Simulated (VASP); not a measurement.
**Ge: single point with PBEsol**

The system is Ge.

```
CELL_PARAMETERS angstrom
-2.57449 2.57449 1.39741
2.57449 -2.57449 1.39741
2.57449 2.57449 -1.39741
ATOMIC_POSITIONS crystal
Ge 0.25000 0.75000 0.50000
Ge 0.50000 0.50000 0.00000
```

This isn't the form of Ge at room conditions, which is diamond.

```json
{
 "Program": "VASP 6.6.1",
 "Task": "single point",
 "Functional": "PBEsol",
 "Potentials or basis": "VASP PAW PBE potentials, release 64 (Ge_d)",
 "Cutoff": "520 eV",
 "k mesh": "20 × 20 × 20",
 "Occupations": "gaussian, width 0.15 eV",
 "Spin": "no spin polarisation",
 "Dipole correction": "no",
 "Further INCAR settings": "ALGO = Fast; EDIFF = 1e-06; NBANDS = 21"
}
```

```
Pressure               : -0.2 GPa
Band gap on the k mesh : none (metal or under the smearing width)
```

Stress tensor (GPa, compression positive):
```
-0.50  0.00  0.00
 0.00 -0.50  0.00
 0.00  0.00  0.50
```

Levels at points of the mesh, in eV from the Fermi level:
```csv
k point,band 11,band 12,band 13,band 14,band 15,band 16,band 17,band 18
"(0.00, 0.00, 0.00)",-13.30,-4.05,-2.32,-2.32,3.26,7.61,7.61,8.17
"(0.50, 0.00, 0.00)",-8.03,-6.38,-2.62,-2.00,-1.33,2.48,3.58,5.53
"(0.50, 0.50, 0.00)",-10.56,-10.56,0.63,0.63,1.92,1.92,7.54,7.54
"(0.50, 0.50, 0.50)",-8.86,-8.86,-5.91,-5.91,6.18,6.18,11.03,11.03
```

It took 4.9 min on 1 thread of AMD EPYC 9R45 96-Core Processor (Zen 5), with other jobs on the host, peak memory 0.45 GiB.

Caveat: the PAW data sets were made with another functional, which shifts forces and pressure a little.
